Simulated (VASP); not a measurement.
# Mn (P6_3/mmc) in VASP: notebook, part 2 of 2

VASP 6.6.1.

### Step 3. Single point, PBE, collinear spin, typed start

Input file INCAR:

```
  PREC = Accurate
  ENCUT = 520
  EDIFF = 1E-7
  ISMEAR = -1
  SIGMA = 0.05
  LREAL = F
  LASPH = T
  NELM = 150
  ALGO = Fast
  ISIF = 2
  LWAVE = F
  LCHARG = F
  ISPIN = 2
  MAGMOM = 4 -2
  LORBIT = 11
  LMAXMIX = 4
  GGA = PE
  NBANDS = 24
```

Input file KPOINTS:

```
regular mesh
0
Gamma
  12 12 7
```

Input file POSCAR:

```
Mn
1.0
    2.4836457705      0.0000000000      0.0000000000
   -1.2418228853      2.1509003313      0.0000000000
    0.0000000000      0.0000000000      4.0261950000
Mn
2
Direct
    0.3333333333      0.6666666667      0.2500000000
    0.6666666667      0.3333333333      0.7500000000
```

Potentials or basis: VASP PAW PBE potentials, release 64 (Mn_pv).

Run with:

```console
> cat potpaw_PBE.64/Mn_pv/POTCAR > POTCAR
> mpirun -np 1 vasp_std > vasp.out
```

OUTCAR:

```text
PREC = Accurate
   ENCUT = 520
   EDIFF = 1E-7
   ISMEAR = -1
   LREAL = F
   LASPH = T
   NELM = 150
   ISIF = 2
   ISPIN = 2
   LORBIT = 11
   GGA = PE

 ion  position               nearest neighbor table
   1  0.333  0.667  0.250-   2 2.47   2 2.47   2 2.47   2 2.47   2 2.47   2 2.47
   2  0.667  0.333  0.750-   1 2.47   1 2.47   1 2.47   1 2.47   1 2.47   1 2.47

  LATTYP: Found a hexagonal cell.
 ALAT       =     2.4836457705
 C/A-ratio  =     1.6210826229

  Lattice vectors:

 A1 = (   2.4836457705,   0.0000000000,   0.0000000000)
[... 1516 lines left out ...]
  external PRESSURE =      -4.9830098 kB  Pullay stress =       0.0000000 kB

 VOLUME and BASIS-vectors are now :
 -----------------------------------------------------------------------------
  energy-cutoff  :      520.00
  volume of cell :       21.51
      direct lattice vectors                 reciprocal lattice vectors
     2.483645770  0.000000000  0.000000000     0.402633907  0.232460795  0.000000000
    -1.241822885  2.150900331  0.000000000     0.000000000  0.464921589  0.000000000
     0.000000000  0.000000000  4.026195000     0.000000000  0.000000000  0.248373464

 POSITION                                       TOTAL-FORCE (eV/Angst)
 -----------------------------------------------------------------------------------
     -0.00000      1.43393      1.00655        -0.000000     -0.000000     -0.000000
      1.24182      0.71697      3.01965         0.000000      0.000000      0.000000
 -----------------------------------------------------------------------------------
    total drift:                                0.000000     -0.000000     -0.000000

  FREE ENERGIE OF THE ION-ELECTRON SYSTEM (eV)
  ---------------------------------------------------
  free  energy   TOTEN  =       -17.8995629553 eV

  energy  without entropy=      -17.8782646066  energy(sigma->0) =      -17.88891378

 total charge

# of ion       s       p       d       tot
------------------------------------------
    1        0.427   6.400   5.157  11.984
    2        0.427   6.400   5.157  11.984
--------------------------------------------------
tot          0.853  12.799  10.315  23.968

 magnetization (x)

# of ion       s       p       d       tot
------------------------------------------
    1        0.003   0.006   0.369   0.377
    2       -0.003  -0.006  -0.369  -0.377
--------------------------------------------------
tot          0.000  -0.000  -0.000  -0.000
```

OSZICAR:

```text
N       E                     dE             d eps       ncg     rms          rms(c)
DAV:   1     0.246598885593E+03    0.24660E+03   -0.14836E+04  7456   0.154E+03
DAV:   2    -0.970064243603E+01   -0.25630E+03   -0.24469E+03  7456   0.401E+02
DAV:   3    -0.195892421787E+02   -0.98886E+01   -0.98502E+01  8128   0.901E+01
[... 15 lines left out ...]
RMM:  19    -0.178995632529E+02   -0.45292E-05   -0.84437E-06  9207   0.244E-02    0.339E-03
RMM:  20    -0.178995636314E+02   -0.37847E-06   -0.27592E-06  8708   0.136E-02    0.166E-03
RMM:  21    -0.178995634269E+02    0.20442E-06   -0.72775E-07  9222   0.676E-03    0.741E-04
RMM:  22    -0.178995631248E+02    0.30211E-06   -0.12220E-07  6316   0.288E-03    0.346E-04
RMM:  23    -0.178995629541E+02    0.17076E-06   -0.25325E-08  5263   0.131E-03    0.165E-04
RMM:  24    -0.178995629553E+02   -0.11978E-08   -0.63637E-09  4333   0.615E-04
   1 F= -.17899563E+02 E0= -.17888914E+02  d E =-.212983E-01  mag=     0.0000
```

stdout:

```text
POSCAR found type information on POSCAR Mn
 POSCAR found :  1 types and       2 ions
 scaLAPACK will be used
 LDA part: xc-table for (Slater+PW92), standard interpolation
 POSCAR, INCAR and KPOINTS ok, starting setup
 FFT: planning ... GRIDC
 FFT: planning ... GRID_SOFT
 FFT: planning ... GRID
 WAVECAR not read
 entering main loop
WARNING in EDDRMM: call to ZHEGV failed, returncode =   8  4     23
WARNING in EDDRMM: call to ZHEGV failed, returncode =   8  4     23
WARNING in EDDRMM: call to ZHEGV failed, returncode =   8  4     23
 num prob  num prob RMM:  24    -0.178995629553E+02   -0.11978E-08   -0.63637E-09  4333   0.615E-04
```

Wall time 66 s (1 thread of Intel Xeon Platinum 8559C (Emerald Rapids), shared host); peak memory 0.17 GiB.

Results:

```yaml
Free_energy: -17.8996 eV
Pressure: -0.5 GPa
Band_gap_on_the_k_mesh: none (metal or under the smearing width)
Net_moment: 0.00 μB per cell
Site_moments: Mn +0.38, -0.38 μB
Valence_electrons_inside_the_program's_atomic_spheres: Mn 11.98
```

Caveat: the moment fell far below its start of 4 μB, so a state of higher moment may lie lower in energy.
